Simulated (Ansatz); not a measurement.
Crystal: CuO (Tenorite).

```xyz
4
Lattice="2.3447 -1.7134 0.0000 2.3447 1.7134 0.0000 -0.8606 0.0000 5.0594" Properties=species:S:1:pos:R:3 pbc="T T T"
Cu    0.7420   -0.8457    2.5297
Cu    1.1723    0.8457    0.0000
O     1.6421    0.2841    3.8133
O     2.0724   -0.2841    1.2836
```

```yaml
Program: Ansatz 0.2.0
Task: single point
Functional: PBE
Potentials_or_basis: all-electron LAPW, scalar-relativistic
Cutoff: 461 eV (chosen from the basis error)
Basis_error_allowed: 0.001 eV/atom
k_mesh: 10 × 10 × 5
Occupations: fermi-dirac, width 0.05 eV
Spin: no spin polarisation
```

On this cell: pressure 5.7 GPa; largest force 0.760 eV/Å; band gap on the k mesh none (metal or under the smearing width).

The same run follows on a disturbed copy (atoms moved at random, drawn with an rms of 0.05 Å):

```
Cu O
1.0
     2.34465   -1.71340    0.00000
     2.34465    1.71340    0.00000
    -0.86055    0.00000    5.05944
Cu O
2 2
Direct
  0.50570 0.99000 0.49524
  0.01154 0.50101 0.99728
  0.40012 0.57752 0.76099
  0.57635 0.41408 0.25814
```

Question: What does the disturbed cell give?

Answer: The energy (extrapolated to zero smearing) moves by +19.5 meV/atom; pressure 6.5 GPa; largest force 1.579 eV/Å; band gap on the k mesh none (metal or under the smearing width).

Forces in eV/Å, atoms in the order of the input:
```
Cu  -0.212  0.227  0.879
Cu  -1.121  0.521  0.812
O    0.908 -0.749 -1.053
O    0.426  0.001 -0.638
```

Stress tensor (GPa, compression positive):
```
 6.99 -0.01 -2.80
-0.01  6.79  0.73
-2.80  0.73  5.75
```

Caveats: the run has no spin polarisation, though such a crystal can be magnetic; semilocal functionals often make such compounds metallic where correlation or magnetic order opens a gap, which also shifts bond lengths.
